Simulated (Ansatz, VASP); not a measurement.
**Ir: VASP beside Ansatz**

```
Ir
1.0
    -1.47182    1.47182    1.47182
     1.47182   -1.47182    1.47182
     1.47182    1.47182   -1.47182
Ir
1
Direct
  0.00000 0.00000 0.00000
```

Alike in both runs: task relaxation of cell and atoms; functional PBEsol; k mesh 10 × 10 × 10; occupations gaussian, width 0.1 eV; no spin polarisation.

```csv
,VASP,Ansatz
version,VASP 6.6.1,Ansatz 0.2.0
potentials or method,"VASP PAW PBE potentials, release 64 (Ir)","scalar-relativistic, plane waves, PAW"
plane-wave cutoff (eV),600,420
valence electrons in the cell,9,17
```

|  | VASP | Ansatz | Ansatz less VASP |
| --- | --- | --- | --- |
| gap on the k mesh at the Fermi level, each at its own relaxed structure (eV) | none | none | - |
| relaxed volume (Å³/atom) | 14.59 | 14.55 | -0.038 |
| relaxed cell length with the largest relative difference (Å) | 2.666 | 2.664 | -0.0023 |
| energy change over the relaxation (meV/atom) | -327 | -309 | +17.7 |

A gap of «none» marks a metal or a gap that the smearing closes. The two sets of potentials don't hold the same shells in valence.

Caveats: the PAW data sets were made with another functional, which shifts forces and pressure a little (VASP). Spin-orbit coupling is left out, which matters for the levels of Ir. Zero-point motion and thermal expansion aren't in these numbers.
